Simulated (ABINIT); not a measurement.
The system is MnSi.

```xyz
2
Lattice="3.0722 0.0000 0.0000 0.0000 3.0722 0.0000 0.0000 0.0000 3.0722" Properties=species:S:1:pos:R:3 pbc="T T T"
Mn    0.0000    0.0000    0.0000
Si    1.5361    1.5361    1.5361
```

The cell was built by a generator and needn't be a form met in nature.

Base run:

```yaml
Program: ABINIT 10.8.3 (patched build)
Functional: PBE
Potentials_or_basis: JTH PAW PBE v2.0
Cutoff: 707 eV
k_mesh: 9 × 9 × 9
Occupations: fermi-dirac, width 0.05 eV
Spin: collinear spin, ferromagnetic start
Starting_moments: "[4.0, 0.0] μB"
```

Its results: band gap on the k mesh none (metal or under the smearing width); pressure -25.5 GPa; net moment 1.64 μB per cell; site moments Mn +1.76; Si -0.10 μB.

Q: The run is repeated on the same cell with these changes: moments at the start from [4.0, 0.0] to [5.0, 0.0]. What comes out?

A: Band gap on the k mesh none (metal or under the smearing width); pressure -17.5 GPa; net moment 2.52 μB per cell; site moments Mn +2.56; Si -0.09 μB.

Caveats: so large a pressure means that the cell lies far from this level's equilibrium, or that cutoff or potentials fall short (some runs).
